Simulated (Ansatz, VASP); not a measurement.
Given: the input of a run of VASP 6.6.1 on SiO2.

Contents of INCAR:

```
ALGO     = Normal         # electronic algorithm
EDIFF    = 1E-7           # SCF threshold, eV
ENCUT    = 520            # plane-wave cutoff, eV
GGA      = PE             # functional
ISIF     = 2              # what is computed and relaxed
ISMEAR   = -1             # smearing method
LASPH    = True           # aspherical terms in the spheres
LCHARG   = False          # write CHGCAR
LREAL    = False          # projectors in reciprocal space
LWAVE    = False          # write WAVECAR
NBANDS   = 25             # bands
NELM     = 80             # most SCF steps
PREC     = Accurate       # precision mode
SIGMA    = 0.05           # smearing width, eV
```

Contents of KPOINTS:

```
k-points
0
Gamma
  8 8 8
```

The input POSCAR:

```
SiO2
1.0
   -2.4267193245      2.4267193245      3.5810447669
    2.4267193245     -2.4267193245      3.5810447669
    2.4267193245      2.4267193245     -3.5810447669
Si O
2 4
Direct
    0.7500000000      0.2500000000      0.5000000000
    0.0000000000      0.0000000000      0.0000000000
    0.8750000000      0.0282138700      0.6532138700
    0.7782138700      0.1250000000      0.1532138700
    0.9717861300      0.6250000000      0.8467861300
    0.3750000000      0.2217861300      0.3467861300
```

Potentials or basis: VASP PAW PBE potentials, release 64 (Si, O).

Run with:

```bash
$ cat potpaw_PBE.64/Si/POTCAR potpaw_PBE.64/O/POTCAR > POTCAR
$ mpirun -np 1 vasp_std > vasp.out
```

Set up the same calculation for Ansatz 0.2.0. Potentials there: Ansatz PAW.

As run (the cutoff follows the program's own potentials):

Contents of input.yaml:

```yaml
crystal:
  lattice:
    - [-2.4267193245, 2.4267193245, 3.5810447669]
    - [2.4267193245, -2.4267193245, 3.5810447669]
    - [2.4267193245, 2.4267193245, -3.5810447669]
  atoms:
    - { symbol: Si, position: [0.75, 0.25, 0.5] }
    - { symbol: Si, position: [0.0, 0.0, 0.0] }
    - { symbol: O, position: [0.875, 0.02821387, 0.65321387] }
    - { symbol: O, position: [0.77821387, 0.125, 0.15321387] }
    - { symbol: O, position: [0.97178613, 0.625, 0.84678613] }
    - { symbol: O, position: [0.375, 0.22178613, 0.34678613] }
hamiltonian:
  xc: pbe
  pseudopotentials: { kind: paw }
kpoints:
  mp_grid: { grid: [8, 8, 8] }
scf:
  occupations: { method: fermi_dirac, width: 0.05 }
output:
  forces: true
  stress: true
  eigenvalues: true
```

Potentials or basis: Ansatz PAW.

Launch:

```console
$ ansatz run input.yaml --threads 2 --pin off --max-ram 5120MiB --backend cpu --events-out ev --progress --plain --runs-dir out
```

Both were run:

|  | VASP | Ansatz | Ansatz less VASP |
| --- | --- | --- | --- |
| gap on the k mesh at the Fermi level (eV) | 6.24 | 6.24 | -0.001 |
| least direct gap on the mesh (eV) | 6.24 | 6.24 | -0.001 |
| pressure (GPa) | 16.6 | 16.4 | -0.20 |
| largest component of the traceless stress (GPa) | 0.16 | 0.20 | +0.036 |
| rms of the force components (eV/Å) | 0.484 | 0.484 | 0.0000 |

Atom by atom the forces differ by 0.000 eV/Å (rms over components). With one functional, cell and mesh, what is left measures potentials, basis and numerics.

Caveats: forces of over 1 eV/Å show positions far from the minimum, so gaps and moduli don't describe the material at rest; the pressure holds a Pulay correction of +0.5 GPa for the finite cutoff (Ansatz). A k mesh can miss the band edges.
